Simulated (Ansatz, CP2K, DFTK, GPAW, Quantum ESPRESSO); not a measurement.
## The bulk modulus of SnTe, sorted by core time

Symmetry: Fm-3m, No. 225, cubic system. Conventional cell: a = 6.302 Å, b = 6.302 Å, c = 6.302 Å, α = 90.00°, β = 90.00°, γ = 90.00°. Around Te (site symmetry m-3m) lie 6 Sn at 3.15 Å. Sn (site symmetry m-3m) has 6 Te at 3.15 Å as nearest neighbours.

```tsv
rung	level	program and potentials	cutoff (eV)	k mesh	smearing	core time	chip	bulk modulus (GPa)	notes
GGA	PBE	Ansatz, Ansatz PAW large core	420	7 × 7 × 7	fermi-dirac 0.05	10 s	Arm Neoverse V2	40.2	-
GGA	PBEsol	Ansatz, Ansatz PAW	420	7 × 7 × 7	fermi-dirac 0.05	13 s	AMD EPYC 7R13 Zen 3	46.8	potentials made for PBE, which Ansatz adapts in part
LDA	LDA	Ansatz, Ansatz PAW	420	7 × 7 × 7	fermi-dirac 0.05	15 s	Arm Neoverse V1	50.2	potentials made for PBE, which Ansatz adapts in part
GGA + dispersion	revPBE+D3(BJ)	Ansatz, Ansatz PAW	420	7 × 7 × 7	fermi-dirac 0.05	16 s	Intel Xeon Platinum 8488C Sapphire Rapids	46.6	potentials made for PBE, which Ansatz adapts in part
GGA	PBE	Ansatz, Ansatz PAW	420	7 × 7 × 7	fermi-dirac 0.05	17 s	Arm Neoverse V1	40.2	-
GGA	PBEsol	Ansatz, Ansatz PAW (files of its older set among them)	640	7 × 7 × 7	fermi-dirac 0.05	21 s	AMD EPYC 7R13 Zen 3	46.8	potentials made for PBE, which Ansatz adapts in part
GGA	PBEsol	Ansatz, PseudoDojo standard	1120	7 × 7 × 7	fermi-dirac 0.05	28 s	AMD EPYC 7R13 Zen 3	47.0	potentials made for PBE
LDA	LDA	Ansatz, all-electron LAPW, scalar-relativistic	-	7 × 7 × 7	fermi-dirac 0.05	38 s	Arm Neoverse V2	50.2	-
GGA + dispersion	BLYP+D3(BJ)	GPAW, PAW data sets generated for this functional	600	6 × 6 × 6	fermi-dirac 0.05	39 s	AMD EPYC 9R45 Zen 5	41.8	-
meta-GGA	r2SCAN	Ansatz, Ansatz PAW	500	7 × 7 × 7	fermi-dirac 0.05	44 s	Arm Neoverse V1	43.8	potentials made for PBE, which Ansatz adapts in part
GGA	PBEsol	Ansatz, PseudoDojo stringent	1388	7 × 7 × 7	fermi-dirac 0.05	49 s	AMD EPYC 7R13 Zen 3	46.7	potentials made for PBE
GGA	PBEint	GPAW, PAW data sets generated for this functional	600	6 × 6 × 6	fermi-dirac 0.05	2.6 min	AMD EPYC 7571	45.7	-
meta-GGA	r2SCAN	CP2K, POTENTIAL_UZH Te GTH-SCAN-q6, Sn GTH-SCAN-q4; TZVP-MOLOPT-SCAN-GTH basis	-	7 × 7 × 7	fermi-dirac 0.1	3.1 min	Arm Neoverse V2	43.2	atomic basis
GGA	PBEsol	Quantum ESPRESSO, GBRV 1.5 PBEsol	925	7 × 7 × 7	fermi-dirac 0.05	4 min	Arm Neoverse V2	47.0	-
GGA	PBEsol	Ansatz, JTH PAW	6600	7 × 7 × 7	fermi-dirac 0.05	6.6 min	AMD EPYC 7R13 Zen 3	47.0	potentials made for PBE
GGA	PBEsol	DFTK, PseudoDojo SR PBEsol 0.4.1 standard (PBEsol)	1088	7 × 7 × 7	fermi-dirac 0.05	17 min	Intel Xeon Platinum 8488C Sapphire Rapids	47.0	-
```

Times are single runs on shared hosts and different chips, so they are rough; meshes, cutoffs and the tasks' sizes weigh on the time. Task: equation of state. All rows: no spin polarisation. Smearing widths are in eV. The cell comes from a database and isn't always the measured one. Meshes differ between rows, which moves values too. Meshes are those of the run's cell of 2 atoms unless a note names another. Runs on faulty files, with rough fits or with known faults for this quantity aren't shown. No row holds spin-orbit coupling.

By rung: LDA 50.2; GGA 40.2 to 47.0; GGA + dispersion 41.8 to 46.6; meta-GGA 43.8; meta-GGA in atomic bases 43.2 (GPa).
